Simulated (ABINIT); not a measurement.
# Bi (Im-3m) in ABINIT: further runs

The runs below take Bi through equation of state, band structure, with PBE+D4, LDA, BP86+D3.

Everything below comes from runs of ABINIT 10.8.3 (patched build). Logs are shortened: lines on timing, memory, paths and dates and some standing lists are left out, and cuts for length are marked. The log counts tension as positive stress, the text compression.

**1. Starting point**

It takes space group Im-3m (No. 229, cubic). The conventional cell has a = 3.963 Å, b = 3.963 Å, c = 3.963 Å, α = 90.00°, β = 90.00°, γ = 90.00°. Bi (site symmetry m-3m) has 8 Bi at 3.43 Å as nearest neighbours.

This isn't the form of Bi at room conditions, which is rhombohedral.

**2. Equation of state, PBE+D4**

Input file run.py:

```python
import json, os
import numpy as np
from ase.eos import EquationOfState
from ase.units import GPa
from ase.calculators.mixing import SumCalculator
from dftd4.ase import DFTD4
from ase.calculators.abinit import Abinit, AbinitProfile
from ase import Atoms

atoms = Atoms(['Bi'],
              cell=[[-1.9814305318, 1.9814305318, 1.9814305318], [1.9814305318, -1.9814305318, 1.9814305318], [1.9814305318, 1.9814305318, -1.9814305318]],
              scaled_positions=[[0.0, 0.0, 0.0]],
              pbc=True)

profile = AbinitProfile(command='abinit', pp_paths=[os.path.abspath('pseudos')])
params = dict(
    pps='pawxml', xc='PBE',
    ecut=408.1708,
    pawecutdg=816.3416,
    kptopt=1,
    ngkpt=[9, 9, 9],
    nshiftk=1,
    shiftk=[0.0, 0.0, 0.0],
    ixc=11,
    nband=12,
    occopt=3,
    tsmear=0.05,
    nstep=100,
    tolvrs=1e-09,
    prtwf=0,
    prtden=0,
)

cell0 = atoms.cell.copy()
volumes, energies = [], []
for i, x in enumerate([0.94, 0.96, 0.98, 1.0, 1.02, 1.04, 1.06]):
    atoms.set_cell(cell0 * x ** (1 / 3), scale_atoms=True)
    atoms.calc = SumCalculator([Abinit(profile=profile, directory=f'v{i}', **params), DFTD4(method='pbe')])
    volumes.append(atoms.get_volume() / len(atoms))
    dft, disp = atoms.calc.mixer.calcs
    energies.append((dft.get_property('free_energy', atoms) + disp.get_property('energy', atoms)) / len(atoms))
    print(f'{x:5.2f} {volumes[-1]:10.5f} A^3/atom {energies[-1]:14.6f} eV/atom', flush=True)
    json.dump(dict(volumes=volumes, energies=energies), open('results.json', 'w'))
v0, e0, b0 = EquationOfState(volumes, energies, eos='vinet').fit()
print(f'V0 {v0:.4f} A^3/atom  E0 {e0:.6f} eV/atom  B0 {b0 / GPa:.2f} GPa')
```

Potentials or basis: JTH PAW PBE v2.0.

On the command line:

```console
> python run.py
```

Log:

```text
0.94   29.24990 A^3/atom   -1963.702043 eV/atom
 0.96   29.87224 A^3/atom   -1963.706956 eV/atom
 0.98   30.49458 A^3/atom   -1963.707142 eV/atom
 1.00   31.11692 A^3/atom   -1963.702329 eV/atom
 1.02   31.73925 A^3/atom   -1963.693565 eV/atom
 1.04   32.36159 A^3/atom   -1963.681379 eV/atom
 1.06   32.98393 A^3/atom   -1963.665884 eV/atom
V0 30.1696 A^3/atom  E0 -1963.707650 eV/atom  B0 60.72 GPa
```

abinit.in:

```text
ecut 408.1708 eV
ixc 11
kptopt 1
natom 1
nband 12
ngkpt
9 9 9
nshiftk 1
nsppol 1
nstep 100
occopt 3
pawecutdg 816.3416 eV
prtden 0
prtwf 0
shiftk
0.0 0.0 0.0
tolvrs 1e-09
tsmear 0.05 eV
#Definition of the unit cell
acell
1.00000000000000 1.00000000000000 1.00000000000000 Angstrom
rprim
-2.02029197696215 2.02029197696215 2.02029197696215
2.02029197696215 -2.02029197696215 2.02029197696215
2.02029197696215 2.02029197696215 -2.02029197696215
chkprim 0 # Allow non-primitive cells
#Definition of the atom types
ntypat 1
znucl 83
#Enumerate different atomic species
typat
 1
pseudos "./pseudos/Bi.GGA_PBE-JTH.xml"
#Definition of the atoms
xcart
0.00000000000000 0.00000000000000 0.00000000000000
chkexit 1 # abinit.exit file in the running directory terminates after the current SCF
```

abinit.abo:

```text
.Version 10.8.3 of ABINIT
 Symmetries : space group Im -3 m (#229); Bravais cI (body-center cubic)
================================================================================
 Values of the parameters that define the memory need of the present run
     intxc =       0    ionmov =       0      iscf =      17    lmnmax =      18
     lnmax =       6     mgfft =      24  mpssoang =       3    mqgrid =    3001
     natom =       1  nloc_mem =       2    nspden =       1   nspinor =       1
    nsppol =       1      nsym =      48    n1xccc =       1    ntypat =       1
    occopt =       3   xclevel =       2
       mpw =         630          nfft =       13824          nkpt =          35
 PAW method is used; the additional fine FFT grid is defined by:
   mgfftf=        36    nfftf =     46656
================================================================================
================================================================================

--------------------------------------------------------------------------------
------------- Echo of variables that govern the present computation ------------
--------------------------------------------------------------------------------
 -outvars: echo values of preprocessed input variables --------
            acell      1.8897261259E+00  1.8897261259E+00  1.8897261259E+00 Bohr
              amu      2.08980370E+02
          chkexit           1
          chkprim           0
             ecut      1.50000002E+01 Hartree
              ixc          11
         kptrlatt        9    0    0      0    9    0      0    0    9
          kptrlen      5.95135893E+01
            natom           1
            nband          12
            ngfft          24      24      24
          ngfftdg          36      36      36
             nkpt          35
            nstep         100
             nsym          48
           ntypat           1
           occopt           3
        pawecutdg      3.00000005E+01 Hartree
         pawxcdev           0
           prtden           0
            prtwf           0
            rprim     -2.0202919770E+00  2.0202919770E+00  2.0202919770E+00
                       2.0202919770E+00 -2.0202919770E+00  2.0202919770E+00
                       2.0202919770E+00  2.0202919770E+00 -2.0202919770E+00
          spgroup         229
           tolvrs      1.00000000E-09
           tsmear      1.83746611E-03 Hartree
            typat      1
           useylm           1
            znucl       83.00000

================================================================================

 chkinp: Checking input parameters for consistency.

================================================================================
== DATASET  1 ==================================================================

--- !DatasetInfo
iteration_state: {dtset: 1, }
dimensions: {natom: 1, nkpt: 35, mband: 12, nsppol: 1, nspinor: 1, nspden: 1, mpw: 630, }
cutoff_energies: {ecut:  15.0, pawecutdg:  30.0, }
electrons: {nelect:   1.50000000E+01, charge:   0.00000000E+00, occopt:   3.00000000E+00, tsmear:   1.83746611E-03, }
meta: {optdriver: 0, ionmov: 0, optcell: 0, iscf: 17, paral_kgb: 0, }
...

 Exchange-correlation functional for the present dataset will be:
  GGA: Perdew-Burke-Ernzerhof functional - ixc=11
  J.P.Perdew, K.Burke, M.Ernzerhof, PRL 77, 3865 (1996)

 Real(R)+Recip(G) space primitive vectors, cartesian coordinates (Bohr,Bohr^-1):
 R(1)= -3.8177985  3.8177985  3.8177985  G(1)=  0.0000000  0.1309655  0.1309655
 R(2)=  3.8177985 -3.8177985  3.8177985  G(2)=  0.1309655  0.0000000  0.1309655
 R(3)=  3.8177985  3.8177985 -3.8177985  G(3)=  0.1309655  0.1309655  0.0000000
 Unit cell volume ucvol=  2.2258660E+02 bohr^3
 Angles (23,13,12)=  1.09471221E+02  1.09471221E+02  1.09471221E+02 degrees

 Coarse grid specifications (used for wave-functions):

 getcut: wavevector=  0.0000  0.0000  0.0000  ngfft=  24  24  24
         ecut(hartree)=     15.000   => boxcut(ratio)=   2.08174

 Fine grid specifications (used for densities):

[... 54 lines left out ...]
- [  3.8177985,   3.8177985,  -3.8177985, ]
lattice_lengths: [   6.61262,    6.61262,    6.61262, ]
lattice_angles: [109.471, 109.471, 109.471, ] # degrees, (23, 13, 12)
lattice_volume:   2.2258660E+02
convergence: {deltae: -8.625E-11, res2:  7.889E-11, residm:  1.371E-04, diffor: null, }
etotal    :  -7.21443313E+01
entropy   :   0.00000000E+00
fermie    :   2.62168087E-01
cartesian_stress_tensor: # hartree/bohr^3
- [  1.19725144E-04,   0.00000000E+00,   0.00000000E+00, ]
- [  0.00000000E+00,   1.19725144E-04,   0.00000000E+00, ]
- [  0.00000000E+00,   0.00000000E+00,   1.19725144E-04, ]
pressure_GPa:  -3.5224E+00
xred      :
- [  0.0000E+00,   0.0000E+00,   0.0000E+00, Bi]
cartesian_forces: # hartree/bohr
- [ -0.00000000E+00,  -0.00000000E+00,  -0.00000000E+00, ]
force_length_stats: {min:   0.00000000E+00, max:   0.00000000E+00, mean:   0.00000000E+00, }
...

 Integrated electronic density in atomic spheres:
 ------------------------------------------------
 Atom  Sphere_radius  Integrated_density
    1        2.41231         12.10351146

================================================================================

 ----iterations are completed or convergence reached----

 Mean square residual over all n,k,spin=   13.653E-07; max=  13.714E-05
 reduced coordinates (array xred) for    1 atoms
       0.000000000000      0.000000000000      0.000000000000
 rms dE/dt=  0.0000E+00; max dE/dt=  0.0000E+00; dE/dt below (all hartree)
    1       0.000000000000      0.000000000000      0.000000000000

 cartesian coordinates (angstrom) at end:
    1      0.00000000000000     0.00000000000000     0.00000000000000

 cartesian forces (hartree/bohr) at end:
    1     -0.00000000000000    -0.00000000000000    -0.00000000000000
 frms,max,avg= 0.0000000E+00 0.0000000E+00   0.000E+00  0.000E+00  0.000E+00 h/b

 cartesian forces (eV/Angstrom) at end:
    1     -0.00000000000000    -0.00000000000000    -0.00000000000000
 frms,max,avg= 0.0000000E+00 0.0000000E+00   0.000E+00  0.000E+00  0.000E+00 e/A
 length scales=  1.889726125908  1.889726125908  1.889726125908 bohr
              =  1.000000000000  1.000000000000  1.000000000000 angstroms
 Fermi (or HOMO) energy (hartree) =   0.26217   Average Vxc (hartree)=  -0.34187
 Eigenvalues (hartree) for nkpt=  35  k points:
 kpt#   1, nband= 12, wtk=  0.00137, kpt=  0.0000  0.0000  0.0000 (reduced coord)
  -0.57997   -0.57997   -0.57997   -0.57618   -0.57618   -0.21854    0.43711    0.43711
   0.43711    0.57238    0.65090    0.65090
      occupation numbers for kpt#   1
   2.00000    2.00000    2.00000    2.00000    2.00000    2.00000    0.00000    0.00000
   0.00000    0.00000    0.00000    0.00000
 prteigrs : prtvol=0 or 1, do not print more k-points.

--- !EnergyTerms
iteration_state     : {dtset: 1, }
comment             : Components of total free energy in Hartree
kinetic             :  4.64336480443645E+00
hartree             :  1.81530716611581E+01
xc                  : -2.51719561309494E+00
Ewald energy        : -5.36190896093647E+01
psp_core            :  1.88449967229766E+00
local_psp           : -6.05859648051987E+01
PAW spherical_terms :  1.98971772446865E+01
internal            : -7.21441366450797E+01
'-kT*entropy'       : -1.83841830189683E-04
total_energy        : -7.21443204869099E+01
total_energy_eV     : -1.96314697022315E+03
...

--- !EnergyTermsDC
iteration_state     : {dtset: 1, }
comment             : '"Double-counting" decomposition of free energy'
band_energy         : -5.48800957870853E+00
Ewald energy        : -5.36190896093647E+01
psp_core            :  1.88449967229766E+00
xc_dc               : -1.78420096764956E+01
PAW spherical_terms :  2.92046178195576E+00
internal            : -7.21441474103154E+01
'-kT*entropy'       : -1.83841830189683E-04
total_energy_dc     : -7.21443312521456E+01
total_energy_dc_eV  : -1.96314726316013E+03
...

--- !EnergyTermsWithPAWCore
iteration_state     : {dtset: 1, }
comment             : 'Components of total free energy, including PAW core contributions'
Total energy        : -2.15309022457831E+04
Total energy DC     : -2.15309022565484E+04
Total energy (eV)   : -5.85885697234464E+05
Total energy DC (eV): -5.85885697527401E+05
...

 Cartesian components of stress tensor (hartree/bohr^3)
  sigma(1 1)=  1.19725144E-04  sigma(3 2)=  0.00000000E+00
  sigma(2 2)=  1.19725144E-04  sigma(3 1)=  0.00000000E+00
  sigma(3 3)=  1.19725144E-04  sigma(2 1)=  0.00000000E+00

-Cartesian components of stress tensor (GPa)         [Pressure= -3.5224E+00 GPa]
- sigma(1 1)=  3.52243533E+00  sigma(3 2)=  0.00000000E+00
- sigma(2 2)=  3.52243533E+00  sigma(3 1)=  0.00000000E+00
- sigma(3 3)=  3.52243533E+00  sigma(2 1)=  0.00000000E+00

== END DATASET(S) ==============================================================
================================================================================

 -outvars: echo values of variables after computation  --------
            acell      1.8897261259E+00  1.8897261259E+00  1.8897261259E+00 Bohr
           etotal     -7.2144331252E+01
            fcart     -0.0000000000E+00 -0.0000000000E+00 -0.0000000000E+00
            rprim     -2.0202919770E+00  2.0202919770E+00  2.0202919770E+00
                       2.0202919770E+00 -2.0202919770E+00  2.0202919770E+00
                       2.0202919770E+00  2.0202919770E+00 -2.0202919770E+00
           strten      1.1972514351E-04  1.1972514351E-04  1.1972514351E-04
                       0.0000000000E+00  0.0000000000E+00  0.0000000000E+00
 Calculation completed.
```

It took 60 s on 1 thread of Arm Neoverse V1, shared host; peak memory 0.12 GiB.

What came out:

```yaml
Equilibrium_volume: 30.17 Å³/atom
Bulk_modulus: 61 GPa
Pressure_derivative_of_the_bulk_modulus: "4.9 (rough: it moves with the points fitted)"
```

Energy against volume, from the lowest point:
| volume (Å³/atom) | energy (meV/atom) |
| --- | --- |
| 29.250 | 5.10 |
| 29.872 | 0.19 |
| 30.495 | 0.00 |
| 31.117 | 4.81 |
| 31.739 | 13.58 |
| 32.362 | 25.76 |
| 32.984 | 41.26 |

Caveat: the cutoff is too short for stress, so the log's stress isn't used; pressures at fixed basis lie under the slope of the energies; the log and the count of SCF iterations are those of the last ABINIT call alone; spin-orbit coupling is left out, which moves the levels of the heavy elements.

**3. Equation of state, LDA, spin-orbit coupling, no magnetisation**

Input file run.abi:

```
# Datasets: one volume each
ndtset 7
getwfk -1
scalecart1 3*0.9795861087
scalecart2 3*0.9864848297
scalecart3 3*0.9932883884
scalecart4 3*1.0000000000
scalecart5 3*1.0066227096
scalecart6 3*1.0131594038
scalecart7 3*1.0196128224

# Pseudopotentials
pp_dirpath "./"
pseudos "Bi.LDA_PW-JTH_sp.xml"

# Structure
acell 3*1.0 Angstrom
rprim
    -1.9814305318     1.9814305318     1.9814305318
     1.9814305318    -1.9814305318     1.9814305318
     1.9814305318     1.9814305318    -1.9814305318
ntypat 1
znucl 83
natom 1
typat 1
xred
     0.0000000000     0.0000000000     0.0000000000

# Plane-wave basis
ecut 15.0
pawecutdg 30.0

# k points
kptopt 4
ngkpt 9 9 9
nshiftk 1
shiftk 0.0 0.0 0.0

# Exchange and correlation
ixc 7

# Bands and occupations
nband 14
occopt 3
tsmear 0.05 eV

# Spin
nspinor 2
nspden 1
pawspnorb 1

# SCF cycle
nstep 100
tolvrs 1.0e-9

# Output
iomode 3
prtwf 1
prtden 0
prteig 0
prtebands 0
```

Potentials or basis: JTH PAW LDA v2.0 sp.

On the command line:

```console
> abinit run.abi > log 2>&1
```

Run time: 87 s. Hardware: 1 thread of Arm Neoverse V1, shared host; peak memory 0.12 GiB.

Results (log left out):

* Equilibrium volume: 30.09 Å³/atom
* Bulk modulus: 60 GPa
* Pressure derivative of the bulk modulus: 5.0

Energy against volume, from the lowest point:
```
volume (Å³/atom)  energy (meV/atom)
          29.250               4.37
          29.872               0.00
          30.495               0.64
          31.117               5.73
          31.739              14.80
          32.362              27.30
          32.984              42.85
```

Caveat: pressures at fixed basis lie under the slope of the energies; this set keeps more shells in the core, which shifts pressures and gaps.

**4. Band structure, LDA**

Input file run.abi:

```
ndtset 2

pp_dirpath "./"
pseudos "Bi.LDA_PW-JTH_sp.xml"

acell 3*1.0 Angstrom
rprim
    -1.9814305318     1.9814305318     1.9814305318
     1.9814305318    -1.9814305318     1.9814305318
     1.9814305318     1.9814305318    -1.9814305318
ntypat 1
znucl 83
natom 1
typat 1
xred
     0.0000000000     0.0000000000     0.0000000000

ecut 408.170794 eV
pawecutdg 30.0

ixc 7

occopt 3
tsmear 0.05 eV

nstep 100

iomode 3
prtwf 0
prteig 0
prtebands 0
enunit 1
prtden1 1

kptopt1 1
ngkpt1 9 9 9
nshiftk1 1
shiftk1 0.0 0.0 0.0
nband1 7
tolvrs1 1.0e-9

iscf2 -2
getden2 1
nband2 11
nbdbuf2 2
tolwfr2 1.0e-12
kptopt2 -5
ndivsm2 5
prteig2 1
kptbounds2
     0.0000000000     0.0000000000     0.0000000000
     0.5000000000    -0.5000000000     0.5000000000
     0.0000000000     0.0000000000     0.5000000000
     0.0000000000     0.0000000000     0.0000000000
     0.2500000000     0.2500000000     0.2500000000
     0.5000000000    -0.5000000000     0.5000000000
```

On the command line:

```console
> abinit run.abi > log 2>&1
```

Wall time 6 s (1 thread of Arm Neoverse V1, shared host); peak memory 0.12 GiB.

It converged, with:

```yaml
Free_energy: -157.2769 eV
Pressure: -3.2 GPa
Band_gap_on_the_k_mesh: none (metal or under the smearing width)
Valence_electrons_inside_the_program's_atomic_spheres: Bi 3.46 (radii [1.5377] Å)
```

Levels at the corners of the path, in eV from the Fermi level:
```
point  band 1  band 2  band 3  band 4  band 5  band 6
    Γ  -13.58    5.06    5.06    5.06    9.14   12.41
    H   -8.51   -1.73   -1.73   -1.73    3.60    3.60
    N  -10.62   -5.05    1.67    3.65    6.11    7.89
    Γ  -13.58    5.06    5.06    5.06    9.14   12.41
    P  -10.04   -2.38   -2.38   -2.38   15.62   15.62
    H   -8.51   -1.73   -1.73   -1.73    3.60    3.60
```

Caveat: spin-orbit coupling is left out, which moves the levels of the heavy elements; this set keeps more shells in the core, which shifts pressures and gaps.

**5. Equation of state, BP86+D3**

Input file run.abi:

```
# Datasets: one volume each
ndtset 7
getwfk -1
scalecart1 3*0.9795861087
scalecart2 3*0.9864848297
scalecart3 3*0.9932883884
scalecart4 3*1.0000000000
scalecart5 3*1.0066227096
scalecart6 3*1.0131594038
scalecart7 3*1.0196128224

# Pseudopotentials
pp_dirpath "./"
pseudos "Bi.GGA_PBE-JTH.xml"

# Structure
acell 3*1.0
rprim
    -3.7443610401     3.7443610401     3.7443610401
     3.7443610401    -3.7443610401     3.7443610401
     3.7443610401     3.7443610401    -3.7443610401
ntypat 1
znucl 83
natom 1
typat 1
xred
     0.0000000000     0.0000000000     0.0000000000

# Plane-wave basis
ecut 408.170794 eV
pawecutdg 30.0

# k points
kptopt 1
ngkpt 9 9 9
nshiftk 1
shiftk 0.0 0.0 0.0

# Exchange and correlation
ixc -106132
vdw_xc 6

# Bands and occupations
nband 12
occopt 3
tsmear 0.05 eV

# SCF cycle
nstep 100
tolvrs 1.0e-9

# Output
iomode 3
prtwf 1
prtden 0
prteig 0
prtebands 0
enunit 2
```

Potentials or basis: JTH PAW PBE v2.0.

On the command line:

```console
> abinit run.abi > log 2>&1
```

Wall time 52 s (1 thread of Arm Neoverse V1, shared host); peak memory 0.13 GiB.

It converged, with:

- Equilibrium volume: 30.32 Å³/atom
- Bulk modulus: 52 GPa
- Pressure derivative of the bulk modulus: 5.0 (rough: it moves with the points fitted)

Energy against volume, from the lowest point:
```tsv
volume (Å³/atom)	energy (meV/atom)
29.250	6.46
29.872	1.22
30.495	0.00
31.117	3.20
31.739	10.01
32.362	19.35
32.984	31.96
```

Caveat: the cutoff is too short for stress, so the log's stress isn't used; pressures at fixed basis lie under the slope of the energies; the PAW data sets were made with another functional, which shifts forces and pressure a little; spin-orbit coupling is left out, which moves the levels of the heavy elements.

**6. The runs side by side**

```tsv
task	level	potentials or basis	spin	dispersion computed by	V0 of scaled cells (Å³/atom)	B0 (GPa)
equation of state	PBE+D4	JTH PAW PBE v2.0	off	dftd4 4.3.1	30.17	61
equation of state	LDA	JTH PAW LDA v2.0 sp	SOC, no magnetisation	-	30.09	60
band structure	LDA	JTH PAW LDA v2.0 sp	off	-	-	-
equation of state	BP86+D3	JTH PAW PBE v2.0	off	-	30.32	52
```

Alike in all rows: cell as given; k mesh 9 × 9 × 9; cutoff (eV) 408; smearing fermi-dirac 0.05 eV.

Caveats: pressures at fixed basis lie under the slope of the energies (some runs); spin-orbit coupling is left out, which moves the levels of the heavy elements (some runs); this set keeps more shells in the core, which shifts pressures and gaps (some runs); the PAW data sets were made with another functional, which shifts forces and pressure a little (some runs).

Absolute energies hang on the potentials; compare differences alone.
